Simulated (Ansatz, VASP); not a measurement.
One calculation of Ca, two programs

```xyz
1
Lattice="0.0000 2.6697 2.6697 2.6697 0.0000 2.6697 2.6697 2.6697 0.0000" Properties=species:S:1:pos:R:3 pbc="T T T"
Ca    0.0000    0.0000    0.0000
```

Alike in both runs: task single point; functional LDA; k mesh 16 × 16 × 16; occupations fermi-dirac, width 0.05 eV; no spin polarisation.

|  | VASP | Ansatz |
| --- | --- | --- |
| version | VASP 6.6.1 | Ansatz 0.2.0 |
| potentials or method | VASP PAW LDA potentials, release 64 (Ca_sv) | PAW with Ansatz's default frozen-core files, scalar-relativistic |
| plane-wave cutoff (eV) | 520 | 420 |
| valence electrons in the cell | 10 | 10 |

|  | VASP | Ansatz | Ansatz less VASP |
| --- | --- | --- | --- |
| pressure (GPa) | 0.0 | 0.0 | -0.01 |
